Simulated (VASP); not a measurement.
**MgO: equation of state with r2SCAN**

MgO:

```
Mg O
1.0
     2.93802    0.00000    0.00000
    -1.46901    2.54440    0.00000
     0.00000    0.00000    2.67968
Mg O
1 1
Direct
  0.00000 0.00000 0.00000
  0.33333 0.66667 0.50000
```

Measurements of this composition are mostly on another form, of space group No. 225.

```json
{
  "Program": "VASP 6.6.1",
  "Task": "equation of state",
  "Functional": "r2SCAN",
  "Potentials or basis": "VASP PAW PBE potentials, release 64 (Mg, O)",
  "Cutoff": "520 eV",
  "k mesh": "10 × 10 × 10",
  "Occupations": "fermi-dirac, width 0.05 eV",
  "Spin": "no spin polarisation",
  "Further INCAR settings": "ALGO = Normal; EDIFF = 1e-06"
}
```

The equilibrium volume is 9.61 Å³/atom. The bulk modulus at fixed shape and positions is 158 GPa and the pressure derivative of the bulk modulus is 4.1.

Energy against volume, from the lowest point:
| volume (Å³/atom) | energy (meV/atom) |
| --- | --- |
| 9.415 | 1.95 |
| 9.615 | 0.00 |
| 9.816 | 2.14 |
| 10.016 | 7.99 |
| 10.216 | 17.14 |
| 10.417 | 29.27 |
| 10.617 | 44.09 |

All runs of the series together: 4.4 min on 1 thread of Intel(R) Xeon(R) Platinum 8488C (Sapphire Rapids) (shared host).

Caveat: the cell was scaled at fixed shape and fractional positions, which overstates the stiffness of a crystal with free parameters, most of all of layers and chains; the PAW data sets were made with another functional, which shifts forces and pressure a little.
